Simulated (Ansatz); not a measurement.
**Effect of uniaxial stress, 8 GPa compression along x on InN**

Consider InN in the wurtzite structure (space group P6_3mc, No. 186; a = 3.581 Å, c = 5.788 Å). Axes: x lies along a and z along c of the hexagonal cell.

Modification: uniaxial stress, 8 GPa compression along x; all other stress components relax to zero.

Level of theory: PBE (Ansatz, a first-principles code), no SOC. Γ-centred 11×11×6 mesh, Fermi–Dirac width 0.05 eV.

The volume per atom drops by 0.357 Å³ to 15.71 Å³ and the space group changes from P6_3mc (No. 186) to Cmc2_1 (No. 36). The shortest interatomic distance decreases by 0.019 Å to 2.164 Å and the energy goes up by 20 meV/atom. The band gap stays zero and the strain response (xx, yy, zz) is (−5.01, +1.83, +1.08) % (rough).

Final structure:

```xyz
4
Lattice="3.4011 0.0000 0.0000 -1.7006 3.1577 0.0000 0.0000 0.0000 5.8505" Properties=species:S:1:pos:R:3 pbc="T T T"
In     1.7006     1.0319     2.9205
In     0.0000     2.1258    -0.0048
N      1.7006     1.0114     0.7372
N      0.0000     2.1463     3.6625
```

Cost of the whole job for the changed cell (relaxation, final SCF and bands): about 50 core-seconds (a rough figure).

Without a gap, meshes like the base's 11×11×6 leave anisotropic stresses uncertain by several tenths of a GPa, and small strain energies with them. Beyond what the load breaks, stability against distortions was not tested. All final runs are without spin polarisation. Gaps under 0.05 eV, about the width of the smearing, are given as zero. A zero or small gap of InN can be the functional's error rather than a property of the material.
